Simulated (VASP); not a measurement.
# BN (Qingsongite) (F-43m) in VASP: a series of runs

The runs below take BN (Qingsongite) through single point, with PBEsol.

All numbers are computed with VASP 6.6.1; they aren't measurements. Logs are shortened: lines on timing, memory, paths and dates and some standing lists are left out, and cuts for length are marked.

**The experiment to reproduce.**

From a printed reference work, monograph, for a bulk crystal of BN at 300 K: band gap 6.4 eV (indirect).

The results are compared with them further down.

## 1. The cell of the first run

It takes space group F-43m (No. 216, cubic). Conventional cell: a = 3.615 Å, b = 3.615 Å, c = 3.615 Å, α = 90.00°, β = 90.00°, γ = 90.00°. Within 2.1 Å of B (site symmetry -43m) lie 4 N at 1.57 Å. Within 2.1 Å of N (site symmetry -43m) lie 4 B at 1.57 Å.

## 2. Single point, PBEsol

Input file INCAR:

```
SYSTEM = BN
  PREC = Accurate
  ENCUT = 520
  EDIFF = 1E-6
  ISMEAR = 0
  SIGMA = 0.01
  LREAL = .False.
  LASPH = .True.
  NELM = 100
  ALGO = Normal
  ISIF = 2
  LWAVE = .False.
  LCHARG = .True.
  GGA = PS
  LELF = .True.
  LVHAR = .True.
  NBANDS = 11
```

Input file KPOINTS:

```
regular mesh
0
Gamma
  8 8 8
  0 0 0
```

Input file POSCAR:

```
BN
1.0
    0.0000000000      1.8075000000      1.8075000000
    1.8075000000      0.0000000000      1.8075000000
    1.8075000000      1.8075000000      0.0000000000
B N
1 1
Direct
    0.0000000000      0.0000000000      0.0000000000
    0.2500000000      0.2500000000      0.2500000000
```

Potentials or basis: VASP PAW PBE potentials, release 64 (B, N).

Command:

```
> cat potpaw_PBE.64/B/POTCAR potpaw_PBE.64/N/POTCAR > POTCAR
> mpirun -np 1 vasp_std > vasp.out
```

OUTCAR:

```text
SYSTEM = BN
   PREC = Accurate
   ENCUT = 520
   EDIFF = 1E-6
   ISMEAR = 0
   LREAL = .False.
   LASPH = .True.
   NELM = 100
   ISIF = 2
   GGA = PS

 ion  position               nearest neighbor table
   1  0.000  0.000  0.000-   2 1.57   2 1.57   2 1.57   2 1.57
   2  0.250  0.250  0.250-   1 1.57   1 1.57   1 1.57   1 1.57

  LATTYP: Found a face centered cubic cell.
 ALAT       =     3.6150000000

  Lattice vectors:

 A1 = (   0.0000000000,   1.8075000000,   1.8075000000)
 A2 = (   1.8075000000,   0.0000000000,   1.8075000000)
 A3 = (   1.8075000000,   1.8075000000,   0.0000000000)

Analysis of symmetry for initial positions (statically):
=====================================================================
 Subroutine PRICEL returns:
 Original cell was already a primitive cell.

 Routine SETGRP: Setting up the symmetry group for a
 face centered cubic supercell.

 Subroutine GETGRP returns: Found 24 space group operations
 (whereof 24 operations were pure point group operations)
 out of a pool of 48 trial point group operations.

The static configuration has the point symmetry T_d .

Analysis of symmetry for dynamics (positions and initial velocities):
=====================================================================
 Subroutine PRICEL returns:
 Original cell was already a primitive cell.

 Routine SETGRP: Setting up the symmetry group for a
 face centered cubic supercell.

 Subroutine GETGRP returns: Found 24 space group operations
 (whereof 24 operations were pure point group operations)
 out of a pool of 48 trial point group operations.

The dynamic configuration has the point symmetry T_d .

 Subroutine INISYM returns: Found 24 space group operations
 (whereof 24 operations are pure point group operations),
 and found     1 'primitive' translations

----------------------------------------------------------------------------------------

                                     Primitive cell

  volume of cell :      11.8104

  direct lattice vectors                    reciprocal lattice vectors
     0.000000000  1.807500000  1.807500000    -0.276625173  0.276625173  0.276625173
     1.807500000  0.000000000  1.807500000     0.276625173 -0.276625173  0.276625173
     1.807500000  1.807500000  0.000000000     0.276625173  0.276625173 -0.276625173

  length of vectors
     2.556191014  2.556191014  2.556191014     0.479128854  0.479128854  0.479128854

  position of ions in fractional coordinates (direct lattice)
     0.000000000  0.000000000  0.000000000
     0.250000000  0.250000000  0.250000000

[... 85 lines left out ...]
   TEBEG  =    0.0;   TEEND  =   0.0 temperature during run
   PSTRESS=    0.0 pullay stress
   NELECT =       8.0000    total number of electrons
   NUPDOWN=      -1.0000    fix difference up-down
   EMIN   =  10.00;   EMAX   =-10.00  energy-range for DOS
   EFERMI =   0.00;   METHOD = LEGACY
   ISMEAR =     0;   SIGMA  =   0.01  broadening in eV -4-tet -1-fermi 0-gaus
   EFERMI_NEDOS =   21; number of points for ismear=-14 and -15
   IALGO  =     38    algorithm
   IMIX   =      4    mixing-type and parameters
     AMIX     =   0.40;   BMIX     =  1.00
     AMIX_MAG =   1.60;   BMIX_MAG =  1.00
  volume/ion in A,a.u.               =       5.91        39.85
  Fermi-wavevector in a.u.,A,eV,Ry     =   1.437749  2.716952 28.124920  2.067123
  Thomas-Fermi vector in A             =   2.556793
   LORBIT       =      0    0 simple, 1 ext, 2 COOP (PROOUT), +10 PAW based schemes
   GGA     = PS    functional components
   LHFCALC =     F    Hartree Fock is set to
   AEXX    =    0.0000 exact exchange contribution
   IVDW    =     0    specifies the selected vdW correction
   LEPSILON=     F    determine dielectric tensor
   LRPA    =     F    only Hartree local field effects (RPA)
 non-spin polarized calculation
 Gauss-broadening in eV      SIGMA  =   0.01
  energy-cutoff  :      520.00
  volume of cell :       11.81
 maximum number of plane-waves:       332
   NGX =  9   NGY =  9   NGZ =  9

 number of electron       7.9999999 magnetization

 Free energy of the ion-electron system (eV)
  ---------------------------------------------------
  ext. energy  EPLUGINS =         0.00000000
  ---------------------------------------------------
  free energy    TOTEN  =       -18.34624079 eV

  energy without entropy =      -18.34624079  energy(sigma->0) =      -18.34624079

 E-fermi :   7.4078     XC(G=0): -13.0161

 val. band max:        7.3630734928   @ k =   0.0000   0.0000   0.0000
 cond. band min:      11.6395383955   @ k =   0.5000   0.5000   0.0000
 fundamental gap:      4.2764649027
 Fermi energy:         7.4078499862

 k-point     1 :       0.0000    0.0000    0.0000
  band No.  band energies     occupation
      1     -12.8900      2.00000
      2       7.3631      2.00000
      3       7.3631      2.00000
      4       7.3631      2.00000
      5      16.1246      0.00000
      6      16.1246      0.00000
      7      16.1246      0.00000
      8      17.6305      0.00000
      9      31.8728      0.00000
     10      35.0524      0.00000
     11      35.0524      0.00000
[... 309 lines left out ...]
 k-point    24 :      -0.3750    0.2500    0.1250
  band No.  band energies     occupation
      1      -7.9105      2.00000
      2      -2.4137      2.00000
      3       2.5105      2.00000
      4       3.8819      2.00000
      5      16.8004      0.00000
      6      18.4657      0.00000
      7      21.7008      0.00000
      8      23.0606      0.00000
      9      26.6130      0.00000
     10      33.0857      0.00000
     11      34.6911      0.00000

 [... further k-points ...]

------------------------ aborting loop because EDIFF is reached ----------------------------------------

  FORCE on cell =-STRESS in cart. coord.  units (eV):
  Direction    XX          YY          ZZ          XY          YZ          ZX
  --------------------------------------------------------------------------------------
  -------------------------------------------------------------------------------------
  Total       -0.1728200     -0.1728200     -0.1728200      0.0000000     -0.0000000      0.0000000
  in kB      -23.4444331    -23.4444331    -23.4444331      0.0000000     -0.0000000      0.0000000
  external PRESSURE =     -23.4444331 kB  Pullay stress =       0.0000000 kB

 VOLUME and BASIS-vectors are now :
 -----------------------------------------------------------------------------
  energy-cutoff  :      520.00
  volume of cell :       11.81
      direct lattice vectors                 reciprocal lattice vectors
     0.000000000  1.807500000  1.807500000    -0.276625173  0.276625173  0.276625173
     1.807500000  0.000000000  1.807500000     0.276625173 -0.276625173  0.276625173
     1.807500000  1.807500000  0.000000000     0.276625173  0.276625173 -0.276625173

 POSITION                                       TOTAL-FORCE (eV/Angst)
 -----------------------------------------------------------------------------------
      0.00000      0.00000      0.00000         0.000000      0.000000      0.000000
      0.90375      0.90375      0.90375        -0.000000     -0.000000     -0.000000
 -----------------------------------------------------------------------------------
    total drift:                                0.000000      0.000000      0.000000

  FREE ENERGIE OF THE ION-ELECTRON SYSTEM (eV)
  ---------------------------------------------------
  free  energy   TOTEN  =       -18.3462407935 eV

  energy  without entropy=      -18.3462407935  energy(sigma->0) =      -18.34624079
```

stdout:

```text
POSCAR found type information on POSCAR B N
 POSCAR found :  2 types and       2 ions
 scaLAPACK will be used
 -----------------------------------------------------------------------------
|                                                                             |
|                                                                             |
|     You enforced a specific xc type in the INCAR file but a different       |
|     I HOPE YOU KNOW WHAT YOU ARE DOING!                                     |
|                                                                             |
 -----------------------------------------------------------------------------

 LDA part: xc-table for (Slater+PW92), standard interpolation
 POSCAR, INCAR and KPOINTS ok, starting setup
 FFT: planning ... GRIDC
 FFT: planning ... GRID_SOFT
 FFT: planning ... GRID
 WAVECAR not read
 entering main loop
```

It took 11 s on 1 thread of AMD EPYC 7R13, shared host; peak memory 0.09 GiB.

Results:

- Free energy: -18.3462 eV
- Pressure: -2.3 GPa
- Band gap on the k mesh: 4.28 eV, indirect (least direct gap 8.76 eV)

Caveat: the PAW data sets were made with another functional, which shifts forces and pressure a little.

## 3. Single point, PBEsol

Input file INCAR:

```
ALGO     = Normal         # electronic algorithm
EDIFF    = 1E-7           # SCF threshold, eV
ENCUT    = 520            # plane-wave cutoff, eV
GGA      = PS             # functional
ISIF     = 2              # what is computed and relaxed
ISMEAR   = 0              # smearing method
LASPH    = True           # aspherical terms in the spheres
LCHARG   = False          # write CHGCAR
LREAL    = False          # projectors in reciprocal space
LWAVE    = False          # write WAVECAR
NBANDS   = 11             # bands
NELM     = 100            # most SCF steps
PREC     = Accurate       # precision mode
SIGMA    = 0.01           # smearing width, eV
```

Input file KPOINTS:

```
k-points
0
Gamma
  8 8 8
```

POSCAR is that of step 2.

Potentials or basis: VASP PAW PBE potentials, release 64 (B, N).

Command:

```
> cat potpaw_PBE.64/B/POTCAR potpaw_PBE.64/N/POTCAR > POTCAR
> mpirun -np 1 vasp_std > vasp.out
```

It took 12 s on 1 thread of AMD EPYC 7R13, shared host; peak memory 0.09 GiB.

It converged, with:

- Free energy: -18.3462 eV
- Pressure: -2.3 GPa
- Band gap on the k mesh: 4.28 eV, indirect (least direct gap 8.76 eV)

Levels at points of the mesh, in eV from the valence-band top:
```tsv
k point	band 1	band 2	band 3	band 4	band 5	band 6	band 7	band 8
(0.00, 0.00, 0.00)	-20.25	0.00	0.00	0.00	8.76	8.76	8.76	10.27
(0.50, 0.00, 0.00)	-15.98	-10.78	-1.95	-1.95	10.09	10.62	10.62	15.08
(0.50, 0.50, 0.00)	-14.61	-8.96	-4.94	-4.94	4.28	9.09	17.88	17.88
```

Caveat: the PAW data sets were made with another functional, which shifts forces and pressure a little.

## 4. How close it comes

Step 2. Against the measured gap of BN, 6.4 eV (indirect; 300 K; a printed reference work, monograph), the calculated 4.28 eV is off by -2.12 eV. The value is that of PBEsol on a finite k mesh, which can miss the band edges, without temperature or zero-point motion. Semilocal functionals fall short of measured gaps as a rule.

Step 3. A measured gap of BN is 6.4 eV (indirect; 300 K; a printed reference work, monograph); the calculated 4.28 eV misses it by -2.12 eV. The value is that of PBEsol on a finite k mesh, which can miss the band edges, without temperature or zero-point motion. Semilocal functionals fall short of measured gaps as a rule.
